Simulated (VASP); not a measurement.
# Tm (Im-3m) in VASP: notebook

One crystal, Tm, is run at these levels: PBE; tasks: single point.

Everything below comes from runs of VASP 6.6.1. Logs are shortened: lines on timing, memory, paths and dates and some standing lists are left out, and cuts for length are marked.

## (1) Starting point

The structure is cubic, space group Im-3m (No. 229). Conventional cell: a = 3.941 Å, b = 3.941 Å, c = 3.941 Å, α = 90.00°, β = 90.00°, γ = 90.00°. Around Tm (site symmetry m-3m) lie 8 Tm at 3.41 Å.

This isn't the form of Tm at room conditions, which is hcp.

## (2) Single point, PBE, collinear spin, ferromagnetic start

INCAR reads:

```
ADDGRID  = F            
ALGO     = Normal         # electronic algorithm
EDIFF    = 1E-6           # SCF threshold, eV
ENCUT    = 500            # plane-wave cutoff, eV
GGA      = PE             # functional
ISIF     = 2              # what is computed and relaxed
ISMEAR   = -1             # smearing method
ISPIN    = 2              # spin polarisation
LASPH    = T              # aspherical terms in the spheres
LCHARG   = F              # write CHGCAR
LMAXMIX  = 6              # l up to which the mixer works
LORBIT   = 11             # projections on sites
LREAL    = F              # projectors in reciprocal space
LWAVE    = F              # write WAVECAR
MAGMOM   = 2              # initial moments
NELM     = 100            # most SCF steps
PREC     = Accurate       # precision mode
SIGMA    = 0.1            # smearing width, eV
```

KPOINTS reads:

```
k-points
0
Gamma
  6 6 6
```

POSCAR reads:

```
Tm
1.0
   -1.9705499473      1.9705499473      1.9705499473
    1.9705499473     -1.9705499473      1.9705499473
    1.9705499473      1.9705499473     -1.9705499473
Tm
1
Direct
    0.0000000000      0.0000000000      0.0000000000
```

Potentials or basis: VASP PAW PBE potentials, release 64 (Tm).

On the command line:

```bash
> cat potpaw_PBE.64/Tm/POTCAR > POTCAR
> mpirun -np 1 vasp_std > vasp.out
```

OUTCAR:

```text
EDIFF = 1E-6
   ENCUT = 500
   GGA = PE
   ISIF = 2
   ISMEAR = -1
   ISPIN = 2
   LASPH = T
   LORBIT = 11
   LREAL = F
   NELM = 100
   PREC = Accurate

 Found     16 irreducible k-points:

 Following reciprocal coordinates:
            Coordinates               Weight
  0.000000  0.000000  0.000000      1.000000
  0.166667  0.000000  0.000000     12.000000
  0.333333  0.000000  0.000000     12.000000
  0.500000  0.000000  0.000000      6.000000
  0.166667  0.166667  0.000000     24.000000
  0.333333  0.166667  0.000000     48.000000
   k-points           NKPTS =     16   k-points in BZ     NKDIM =     16   number of bands    NBANDS=     16
   number of dos      NEDOS =    301   number of ions     NIONS =      1
   total plane-waves  NPLWV =  21952
   dimension x,y,z NGX =    28 NGY =   28 NGZ =   28
   dimension x,y,z NGXF=    56 NGYF=   56 NGZF=   56
   ions per type =               1
   NGX,Y,Z   is equivalent  to a cutoff of  13.64, 13.64, 13.64 a.u.
   NGXF,Y,Z  is equivalent  to a cutoff of  27.28, 27.28, 27.28 a.u.
 SYSTEM =  unknown system
   PREC   = accura    normal or accurate (medium, high low for compatibility)
   ISTART =      0    job   : 0-new  1-cont  2-samecut
   ICHARG =      2    charge: 1-file 2-atom 10-const
   ISPIN  =      2    spin polarized calculation?
   LNONCOLLINEAR =      F non collinear calculations
   LSORBIT =      F    spin-orbit coupling
   LASPH  =      T    aspherical Exc in radial PAW
   ENCUT  =  500.0 eV  36.75 Ry    6.06 a.u.   6.22  6.22  6.22*2*pi/ulx,y,z
   NELM   =    100;   NELMIN=  2; NELMDL= -5     # of ELM steps
   EDIFF  = 0.1E-05   stopping-criterion for ELM
   LREAL  =      F    real-space projection
   EDIFFG = 0.1E-04   stopping-criterion for IOM
   NSW    =      0    number of steps for IOM
   IBRION =     -1    ionic relax: 0-MD 1-quasi-New 2-CG
   NFREE  =      0    steps in history (QN), initial steepest desc. (CG)
   ISIF   =      2    stress and relaxation
   ISYM   =      2    0-nonsym 1-usesym 2-fastsym
   POTIM  = 0.5000    time-step for ionic-motion
   TEBEG  =    0.0;   TEEND  =   0.0 temperature during run
   PSTRESS=    0.0 pullay stress
   NELECT =      23.0000    total number of electrons
   NUPDOWN=      -1.0000    fix difference up-down
   EMIN   =  10.00;   EMAX   =-10.00  energy-range for DOS
   EFERMI =   0.00;   METHOD = LEGACY
   ISMEAR =    -1;   SIGMA  =   0.10  broadening in eV -4-tet -1-fermi 0-gaus
   EFERMI_NEDOS =   21; number of points for ismear=-14 and -15
   IALGO  =     38    algorithm
   IMIX   =      4    mixing-type and parameters
     AMIX     =   0.40;   BMIX     =  1.00
     AMIX_MAG =   1.60;   BMIX_MAG =  1.00
  volume/ion in A,a.u.               =      30.61       206.55
  Fermi-wavevector in a.u.,A,eV,Ry     =   1.488367  2.812606 30.140115  2.215236
  Thomas-Fermi vector in A             =   2.601411
   LORBIT       =     11    0 simple, 1 ext, 2 COOP (PROOUT), +10 PAW based schemes
   GGA     = PE    functional components
   LHFCALC =     F    Hartree Fock is set to
   AEXX    =    0.0000 exact exchange contribution
   IVDW    =     0    specifies the selected vdW correction
   LEPSILON=     F    determine dielectric tensor
   LRPA    =     F    only Hartree local field effects (RPA)
 spin polarized calculation
  energy-cutoff  :      500.00
  volume of cell :       30.61
 maximum number of plane-waves:       798
 NGX is ok and might be reduce to    28

 number of electron      22.9999992 magnetization       1.1444621

 Free energy of the ion-electron system (eV)
  ---------------------------------------------------
  ext. energy  EPLUGINS =         0.00000000
  ---------------------------------------------------
  free energy    TOTEN  =        -4.13405876 eV

  energy without entropy =       -3.91284578  energy(sigma->0) =       -4.02345227

 E-fermi :   2.2888     XC(G=0): -10.1977

 val. band max:        2.2848487506   @ k =   0.3333   0.1667   0.1667
 cond. band min:       2.2912239512   @ k =   0.5000   0.0000   0.0000
 fundamental gap:      0.0063752006
 Fermi energy:         2.2888027559

 spin component 1

 k-point     1 :       0.0000    0.0000    0.0000
  band No.  band energies     occupation
      1     -48.1859      1.00000
      2     -21.1194      1.00000
      3     -21.1194      1.00000
      4     -21.1194      1.00000
      5      -3.0386      1.00000
      6       0.7168      1.00000
      7       0.7168      1.00000
      8       0.7168      1.00000
      9       1.2429      0.99997
     10       1.2429      0.99997
     11       1.2429      0.99997
     12       1.2683      0.99996
     13       5.1447      0.00000
     14       5.1447      0.00000
     15       5.1447      0.00000
     16       7.3873      0.00000

 k-point     2 :       0.1667    0.0000    0.0000
  band No.  band energies     occupation
      1     -48.1749      1.00000
      2     -21.2809      1.00000
      3     -21.1697      1.00000
      4     -21.1202      1.00000
      5      -2.2540      1.00000
      6       0.7270      1.00000
      7       0.7276      1.00000
      8       0.7408      1.00000
      9       1.2110      0.99998
     10       1.2166      0.99998
     11       1.2297      0.99997
     12       1.2520      0.99997
     13       4.5822      0.00000
     14       4.6663      0.00000
     15       5.9886      0.00000
     16       6.8858      0.00000

 k-point     3 :       0.3333    0.0000    0.0000
  band No.  band energies     occupation
      1     -48.1529      1.00000
      2     -21.5872      1.00000
      3     -21.2685      1.00000
      4     -21.1220      1.00000
      5      -0.4801      1.00000
      6       0.7483      1.00000
      7       0.7738      1.00000
      8       0.8015      1.00000
      9       1.1443      0.99999
     10       1.1758      0.99999
     11       1.2058      0.99998
     12       1.2536      0.99997
     13       3.5257      0.00000
     14       3.6906      0.00000
     15       7.2427      0.00000
     16       7.7740      0.00000

 k-point     4 :       0.5000    0.0000    0.0000
  band No.  band energies     occupation
      1     -48.1418      1.00000
      2     -21.7328      1.00000
      3     -21.3172      1.00000
      4     -21.1230      1.00000
      5       0.4154      1.00000
      6       0.7590      1.00000
      7       0.8206      1.00000
      8       0.8409      1.00000
      9       1.1200      0.99999
     10       1.1547      0.99999
     11       1.1954      0.99998
     12       1.2551      0.99997
     13       3.3103      0.00004
     14       3.4902      0.00001
     15       7.2147      0.00000
     16       8.2514      0.00000

 k-point     5 :       0.1667    0.1667    0.0000
  band No.  band energies     occupation
      1     -48.1584      1.00000
      2     -21.4889      1.00000
      3     -21.2349      1.00000
      4     -21.1563      1.00000
      5      -0.9068      1.00000
      6       0.7372      1.00000
      7       0.7711      1.00000
      8       0.7745      1.00000
      9       1.1606      0.99999
     10       1.1949      0.99998
     11       1.2155      0.99998
     12       1.2339      0.99997
     13       3.6820      0.00000
     14       3.9554      0.00000
     15       6.6773      0.00000
     16       7.5890      0.00000

 k-point     6 :       0.3333    0.1667    0.0000
  band No.  band energies     occupation
      1     -48.1419      1.00000
      2     -21.6564      1.00000
      3     -21.3535      1.00000
      4     -21.1699      1.00000
      5       0.6883      1.00000
      6       0.7782      1.00000
      7       0.8129      1.00000
      8       0.8360      1.00000
      9       1.1510      0.99999
     10       1.1626      0.99999
     11       1.2070      0.99998
     12       1.2517      0.99997
     13       3.0253      0.00063
     14       3.4012      0.00001
     15       7.0814      0.00000
     16       8.1261      0.00000

 [... further k-points ...]

 spin component 2

 k-point     1 :       0.0000    0.0000    0.0000
  band No.  band energies     occupation
      1     -47.6517      1.00000
      2     -20.7533      1.00000
      3     -20.7533      1.00000
      4     -20.7533      1.00000
      5      -3.1429      1.00000
      6       1.8365      0.98927
      7       1.9710      0.96001
      8       1.9710      0.95999
      9       1.9710      0.95999
     10       2.1252      0.83702
     11       2.1252      0.83697
     12       2.1252      0.83697
     13       5.2015      0.00000
     14       5.2015      0.00000
     15       5.2015      0.00000
     16       7.3926      0.00000

 k-point     2 :       0.1667    0.0000    0.0000
  band No.  band energies     occupation
      1     -47.6401      1.00000
      2     -20.9233      1.00000
      3     -20.8057      1.00000
      4     -20.7543      1.00000
      5      -2.3509      1.00000
      6       1.7870      0.99343
      7       1.9398      0.97041
      8       1.9510      0.96702
      9       1.9644      0.96245
     10       2.1158      0.84943
     11       2.1405      0.81506
     12       2.1484      0.80285
     13       4.6349      0.00000
     14       4.7167      0.00000
     15       6.0621      0.00000
     16       6.9049      0.00000

 k-point     3 :       0.3333    0.0000    0.0000
  band No.  band energies     occupation
      1     -47.6169      1.00000
      2     -21.2446      1.00000
      3     -20.9086      1.00000
      4     -20.7566      1.00000
      5      -0.5635      1.00000
      6       1.7173      0.99671
      7       1.8865      0.98242
      8       1.9014      0.97966
      9       1.9637      0.96270
     10       2.1274      0.83395
     11       2.1891      0.73049
     12       2.2222      0.66063
     13       3.5739      0.00000
     14       3.7256      0.00000
     15       7.2897      0.00000
     16       7.8102      0.00000

 k-point     4 :       0.5000    0.0000    0.0000
  band No.  band energies     occupation
      1     -47.6053      1.00000
      2     -21.3968      1.00000
      3     -20.9592      1.00000
      4     -20.7578      1.00000
      5       0.3411      1.00000
      6       1.6927      0.99743
      7       1.8494      0.98780
      8       1.8759      0.98415
      9       1.9650      0.96223
     10       2.2180      0.66988
     11       2.2250      0.65433
     12       2.2912      0.49395
     13       3.3148      0.00003
     14       3.4729      0.00001
     15       7.2553      0.00000
     16       8.3168      0.00000

 k-point     5 :       0.1667    0.1667    0.0000
  band No.  band energies     occupation
      1     -47.6227      1.00000
      2     -21.1413      1.00000
      3     -20.8741      1.00000
      4     -20.7921      1.00000
      5      -0.9930      1.00000
      6       1.7347      0.99609
      7       1.9032      0.97929
      8       1.9293      0.97327
      9       1.9354      0.97165
     10       2.1037      0.86420
     11       2.1858      0.73698
     12       2.1917      0.72532
     13       3.7409      0.00000
     14       4.0013      0.00000
     15       6.7131      0.00000
     16       7.6772      0.00000

 k-point     6 :       0.3333    0.1667    0.0000
  band No.  band energies     occupation
      1     -47.6053      1.00000
      2     -21.3167      1.00000
      3     -20.9980      1.00000
      4     -20.8066      1.00000
      5       0.6667      1.00000
      6       1.6994      0.99725
      7       1.8605      0.98639
      8       1.8815      0.98327
      9       1.9415      0.96991
     10       2.1660      0.77343
     11       2.2360      0.62905
     12       2.2742      0.53648
     13       3.0635      0.00043
     14       3.4181      0.00001
     15       7.1230      0.00000
     16       8.1883      0.00000

 [... further k-points ...]

------------------------ aborting loop because EDIFF is reached ----------------------------------------

  FORCE on cell =-STRESS in cart. coord.  units (eV):
  Direction    XX          YY          ZZ          XY          YZ          ZX
  --------------------------------------------------------------------------------------
  -------------------------------------------------------------------------------------
  Total        0.5551318      0.5551318      0.5551318      0.0000000      0.0000000      0.0000000
  in kB       29.0592465     29.0592465     29.0592465      0.0000000      0.0000000      0.0000000
  external PRESSURE =      29.0592465 kB  Pullay stress =       0.0000000 kB

 VOLUME and BASIS-vectors are now :
 -----------------------------------------------------------------------------
  energy-cutoff  :      500.00
  volume of cell :       30.61
      direct lattice vectors                 reciprocal lattice vectors
    -1.970549947  1.970549947  1.970549947     0.000000000  0.253736273  0.253736273
     1.970549947 -1.970549947  1.970549947     0.253736273  0.000000000  0.253736273
     1.970549947  1.970549947 -1.970549947     0.253736273  0.253736273  0.000000000

 POSITION                                       TOTAL-FORCE (eV/Angst)
 -----------------------------------------------------------------------------------
      0.00000      0.00000      0.00000        -0.000000      0.000000     -0.000000
 -----------------------------------------------------------------------------------
    total drift:                               -0.000000     -0.000000     -0.000000

  FREE ENERGIE OF THE ION-ELECTRON SYSTEM (eV)
  ---------------------------------------------------
  free  energy   TOTEN  =        -4.1340587645 eV

  energy  without entropy=       -3.9128457807  energy(sigma->0) =       -4.02345227

 total charge

# of ion       s       p       d       f       tot
--------------------------------------------------
    1        2.218   5.946   0.399  12.505  21.067

 magnetization (x)

# of ion       s       p       d       f       tot
--------------------------------------------------
    1        0.004  -0.030  -0.031   1.277   1.220
```

Wall time 43 s (1 thread of Intel Xeon Platinum 8259CL at 2.50GHz (Skylake/Cascade Lake), shared host); peak memory 0.18 GiB.

These settings aren't checked as converged: the numbers below hold their error.

Results:

```yaml
Free_energy: -4.1341 eV
Pressure: 2.9 GPa
Band_gap_on_the_k_mesh: none (metal or under the smearing width)
Net_moment: 1.14 μB per cell
Site_moments: Tm +1.22 μB
Valence_electrons_inside_the_program's_atomic_spheres: Tm 21.07
```

Caveat: the k mesh is coarse (spacing up to 0.38 Å⁻¹), so the values aren't converged; the magnetic or orbital state may not be the lowest; spin-orbit coupling is left out, which moves the levels of the heavy elements.

## (3) Single point, PBE, collinear spin, ferromagnetic start

This run uses another cell than the first one, of the same volume but with other edges.

INCAR is that of step 2.

KPOINTS is that of step 2.

POSCAR reads:

```
Tm
1.0
   -1.8621100000      1.9916120000      1.9516370000
    1.9655340000     -2.0016460000      2.0650950000
    1.8577320000      1.9972680000     -1.9616710000
Tm
1
Direct
   -0.0415270000     -0.0161680000     -0.0347540000
```

Potentials or basis: VASP PAW PBE potentials, release 64 (Tm).

On the command line:

```bash
> cat potpaw_PBE.64/Tm/POTCAR > POTCAR
> mpirun -np 1 vasp_std > vasp.out
```

It took 3.3 min on 1 thread of Intel Xeon Platinum 8259CL at 2.50GHz (Skylake/Cascade Lake), shared host; peak memory 0.24 GiB.

These settings aren't checked as converged: the numbers below hold their error.

What came out:

- Free energy: -4.1223 eV
- Pressure: 1.6 GPa
- Band gap on the k mesh: none (metal or under the smearing width)
- Net moment: 1.15 μB per cell
- Site moments: Tm +1.22 μB
- Valence electrons inside the program's atomic spheres: Tm 21.07

Caveat: the k mesh is coarse (spacing up to 0.38 Å⁻¹), so the values aren't converged; the magnetic or orbital state may not be the lowest; spin-orbit coupling is left out, which moves the levels of the heavy elements.

(Part 1 of 2 ends here.)
